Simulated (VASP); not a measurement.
# FeO in VASP: work function with PBE

Aim: the work function of FeO with PBE.

Everything below comes from runs of VASP 6.6.1. Logs are shortened: lines on timing, memory, paths and dates and some standing lists are left out, and cuts for length are marked.

## 1. The cell of the first run

The cell holds a slab with vacuum, 12 atoms: a = 3.048 Å, b = 3.048 Å, c = 25.777 Å, α = 90.00°, β = 90.00°, γ = 90.00°.

## 2. Work function, PBE, collinear spin, ferromagnetic start (the (1 0 0) slab of FeO, cut from the database cell, not relaxed)

File INCAR:

```
  ALGO = Fast
  DIPOL = 0.5 0.5 0.500
  EDIFF = 1E-7
  ENCUT = 520
  GGA = PE
  IDIPOL = 3
  ISIF = 2
  ISMEAR = 0
  ISPIN = 2
  LASPH = T
  LCHARG = T
  LDIPOL = T
  LELF = T
  LMAXMIX = 4
  LORBIT = 11
  LREAL = F
  LVACPOTAV = T
  LVHAR = T
  LWAVE = F
  MAGMOM = 3 3 3 3 3 3 0 0 0 0 0 0
  NELM = 120
  PREC = Accurate
  SIGMA = 0.05
```

File KPOINTS:

```
k-points
0
Gamma
  9 9 1
```

File POSCAR:

```
FeO
1.0
    3.0481959123      0.0000000000      0.0000000000
    0.0000000000      3.0481959123      0.0000000000
    0.0000000000      0.0000000000     25.7770000000
Fe O
6 6
Direct
    0.5000000000      0.5000000000      0.2909570547
    0.0000000000      0.0000000000      0.3745742328
    0.5000000000      0.5000000000      0.4581914109
    0.0000000000      0.0000000000      0.5418085891
    0.5000000000      0.5000000000      0.6254257672
    0.0000000000      0.0000000000      0.7090429453
    0.0000000000      0.0000000000      0.2909570547
    0.5000000000      0.5000000000      0.3745742328
    0.0000000000      0.0000000000      0.4581914109
    0.5000000000      0.5000000000      0.5418085891
    0.0000000000      0.0000000000      0.6254257672
    0.5000000000      0.5000000000      0.7090429453
```

Potentials or basis: VASP PAW PBE potentials, release 64 (Fe, O).

Command:

```console
> cat potpaw_PBE.64/Fe/POTCAR potpaw_PBE.64/O/POTCAR > POTCAR
> mpirun -np 1 vasp_std > vasp.out
```

OUTCAR:

```text
EDIFF = 1E-7
   ENCUT = 520
   GGA = PE
   ISIF = 2
   ISMEAR = 0
   ISPIN = 2
   LASPH = T
   LORBIT = 11
   LREAL = F
   NELM = 120
   PREC = Accurate

 ion  position               nearest neighbor table
   1  0.500  0.500  0.291-   8 2.16   7 2.16   7 2.16   7 2.16   7 2.16   2 3.05   2 3.05   2 3.05
                             2 3.05
   2  0.000  0.000  0.375-   7 2.16   9 2.16   8 2.16   8 2.16   8 2.16   8 2.16   3 3.05   3 3.05
                             1 3.05   3 3.05   1 3.05   1 3.05   3 3.05   1 3.05
   3  0.500  0.500  0.458-   8 2.16   9 2.16   9 2.16   9 2.16   9 2.16  10 2.16   2 3.05   2 3.05
                             2 3.05   2 3.05   4 3.05   4 3.05   4 3.05   4 3.05
   4  0.000  0.000  0.542-  11 2.16  10 2.16  10 2.16  10 2.16  10 2.16   9 2.16   5 3.05   5 3.05
                             5 3.05   5 3.05   3 3.05   3 3.05   3 3.05   3 3.05
   5  0.500  0.500  0.625-  10 2.16  12 2.16  11 2.16  11 2.16  11 2.16  11 2.16   6 3.05   6 3.05
                             4 3.05   6 3.05   4 3.05   4 3.05   6 3.05   4 3.05
   6  0.000  0.000  0.709-  11 2.16  12 2.16  12 2.16  12 2.16  12 2.16   5 3.05   5 3.05   5 3.05
                             5 3.05
   7  0.000  0.000  0.291-   2 2.16   1 2.16   1 2.16   1 2.16   1 2.16
   8  0.500  0.500  0.375-   1 2.16   3 2.16   2 2.16   2 2.16   2 2.16   2 2.16
   9  0.000  0.000  0.458-   2 2.16   3 2.16   3 2.16   3 2.16   3 2.16   4 2.16
  10  0.500  0.500  0.542-   5 2.16   4 2.16   4 2.16   4 2.16   4 2.16   3 2.16
  11  0.000  0.000  0.625-   4 2.16   6 2.16   5 2.16   5 2.16   5 2.16   5 2.16
  12  0.500  0.500  0.709-   5 2.16   6 2.16   6 2.16   6 2.16   6 2.16

  LATTYP: Found a simple tetragonal cell.
 ALAT       =     3.0481959123
 C/A-ratio  =     8.4564774515

  Lattice vectors:

 A1 = (   3.0481959123,   0.0000000000,   0.0000000000)
 A2 = (   0.0000000000,   3.0481959123,   0.0000000000)
 A3 = (   0.0000000000,   0.0000000000,  25.7770000000)

Analysis of symmetry for initial positions (statically):
=====================================================================
 Subroutine PRICEL returns:
 Original cell was already a primitive cell.

 Routine SETGRP: Setting up the symmetry group for a
 simple tetragonal supercell.

 Subroutine GETGRP returns: Found 16 space group operations
 (whereof  8 operations were pure point group operations)
 out of a pool of 16 trial point group operations.

The static configuration has the point symmetry C_4v.
 The point group associated with its full space group is D_4h.

Analysis of symmetry for dynamics (positions and initial velocities):
[... 208 lines left out ...]
      6     -17.8497      1.00000
[... 844 lines left out ...]
     53      -0.2376      1.00000
     54      -0.2304      1.00000
 Fermi energy:         1.4923943343

 spin component 2

 k-point     1 :       0.0000    0.0000    0.0000
  band No.  band energies     occupation
      1     -18.5783      1.00000
      2     -18.3054      1.00000
      3     -17.9642      1.00000
      4     -17.6537      1.00000
      5     -17.3297      1.00000
      6     -17.3155      1.00000
[... 844 lines left out ...]
     53       3.2427      0.00000
     54       3.2484      0.00000
 [bands above 54 left out]

------------------------ aborting loop because EDIFF is reached ----------------------------------------

  FORCE on cell =-STRESS in cart. coord.  units (eV):
  Direction    XX          YY          ZZ          XY          YZ          ZX
  --------------------------------------------------------------------------------------
  -------------------------------------------------------------------------------------
  Total       -4.8129152     -4.8129152     -1.4947738      0.0000000      0.0000000      0.0000000
  in kB      -32.1959073    -32.1959073     -9.9992616      0.0000000      0.0000000      0.0000000
  external PRESSURE =     -24.7970254 kB  Pullay stress =       0.0000000 kB

 VOLUME and BASIS-vectors are now :
 -----------------------------------------------------------------------------
  energy-cutoff  :      520.00
  volume of cell :      239.51
      direct lattice vectors                 reciprocal lattice vectors
     3.048195912  0.000000000  0.000000000     0.328062903  0.000000000  0.000000000
     0.000000000  3.048195912  0.000000000     0.000000000  0.328062903  0.000000000
     0.000000000  0.000000000 25.777000000     0.000000000  0.000000000  0.038794274

 POSITION                                       TOTAL-FORCE (eV/Angst)
 -----------------------------------------------------------------------------------
      1.52410      1.52410      7.50000         0.000000     -0.000000      0.809894
      0.00000      0.00000      9.65540         0.000000     -0.000000     -0.370539
      1.52410      1.52410     11.81080        -0.000000     -0.000000      0.159477
      0.00000      0.00000     13.96620         0.000000     -0.000000     -0.159477
      1.52410      1.52410     16.12160        -0.000000     -0.000000      0.370539
      0.00000      0.00000     18.27700        -0.000000     -0.000000     -0.809894
      0.00000      0.00000      7.50000         0.000000     -0.000000     -0.491614
      1.52410      1.52410      9.65540         0.000000      0.000000     -0.001342
      0.00000      0.00000     11.81080         0.000000     -0.000000     -0.014344
      1.52410      1.52410     13.96620         0.000000      0.000000      0.014344
      0.00000      0.00000     16.12160         0.000000     -0.000000      0.001342
      1.52410      1.52410     18.27700        -0.000000      0.000000      0.491614
 -----------------------------------------------------------------------------------
    total drift:                                0.000000     -0.000000      0.000000

  FREE ENERGIE OF THE ION-ELECTRON SYSTEM (eV)
  ---------------------------------------------------
  free  energy   TOTEN  =       -88.7891903102 eV

  energy  without entropy=      -88.7752844160  energy(sigma->0) =      -88.78223736

 vacuum level on the upper side and lower side of the slab         4.661         4.661

 total charge

# of ion       s       p       d       tot
------------------------------------------
    1        0.277   0.311   6.059   6.647
    2        0.290   0.362   6.077   6.729
    3        0.287   0.358   6.086   6.731
    4        0.287   0.358   6.086   6.731
    5        0.290   0.362   6.077   6.729
    6        0.277   0.311   6.059   6.647
    7        1.555   3.395   0.000   4.950
    8        1.557   3.435   0.000   4.991
    9        1.556   3.438   0.000   4.994
   10        1.556   3.438   0.000   4.994
   11        1.557   3.435   0.000   4.991
   12        1.555   3.395   0.000   4.950
--------------------------------------------------
tot         11.046  22.596  36.443  70.085

 magnetization (x)

# of ion       s       p       d       tot
------------------------------------------
    1        0.036   0.026   3.508   3.570
    2        0.026   0.019   3.582   3.627
    3        0.027   0.021   3.571   3.620
    4        0.027   0.021   3.571   3.620
    5        0.026   0.019   3.582   3.627
    6        0.036   0.026   3.508   3.570
    7        0.023   0.241   0.000   0.264
    8        0.031   0.289   0.000   0.319
    9        0.030   0.272   0.000   0.302
   10        0.030   0.272   0.000   0.302
   11        0.031   0.289   0.000   0.319
   12        0.023   0.241   0.000   0.264
--------------------------------------------------
tot          0.346   1.736  21.321  23.403
```

stdout:

```text
POSCAR found type information on POSCAR FeO
 POSCAR found :  2 types and      12 ions
 scaLAPACK will be used
 LDA part: xc-table for (Slater+PW92), standard interpolation
 POSCAR, INCAR and KPOINTS ok, starting setup
 FFT: planning ... GRIDC
 FFT: planning ... GRID_SOFT
 FFT: planning ... GRID
 WAVECAR not read
 entering main loop
 -----------------------------------------------------------------------------
|                                                                             |
|           W    W    AA    RRRRR   N    N  II  N    N   GGGG   !!!           |
|           W    W   A  A   R    R  NN   N  II  NN   N  G    G  !!!           |
|           W    W  A    A  R    R  N N  N  II  N N  N  G       !!!           |
|           W WW W  AAAAAA  RRRRR   N  N N  II  N  N N  G  GGG   !            |
|           WW  WW  A    A  R   R   N   NN  II  N   NN  G    G                |
|           W    W  A    A  R    R  N    N  II  N    N   GGGG   !!!           |
|                                                                             |
|     Did not find any points to average over, which means that no vacuum     |
|     field-free region was found. Please increase the size of  your cell     |
|     in the dimension of the dipole correction to obtain accurate            |
|     workfunction values.                                                    |
|                                                                             |
 -----------------------------------------------------------------------------
```

Wall time 55 min (1 thread of Intel Xeon Platinum 8175M at 2.50GHz (Skylake/Cascade Lake), shared host); peak memory 0.59 GiB.

What came out:

* Free energy: -88.7892 eV
* Largest force: 0.810 eV/Å
* Band gap on the k mesh: none (metal or under the smearing width)
* Net moment: 24.01 μB per cell
* Site moments: Fe +3.57, +3.63, +3.62; O +0.26, +0.32, +0.30 μB
* Valence electrons inside the program's atomic spheres: Fe 6.65, 6.73; O 4.95, 4.99
* Work function of the upper face: 3.17 eV
* Work function of the lower face: 3.17 eV

Forces in eV/Å, atoms in the order of the input:
```
Fe   0.000  0.000  0.810
Fe   0.000  0.000 -0.371
Fe   0.000  0.000  0.159
Fe   0.000  0.000 -0.159
Fe   0.000  0.000  0.371
Fe   0.000  0.000 -0.810
O    0.000  0.000 -0.492
O    0.000  0.000 -0.001
O    0.000  0.000 -0.014
O    0.000  0.000  0.014
O    0.000  0.000  0.001
O    0.000  0.000  0.492
```

Caveat: semilocal functionals often make such compounds metallic where correlation or magnetic order opens a gap, which also shifts bond lengths; only a ferromagnetic start was run, and an antiferromagnetic order may lie lower in energy.
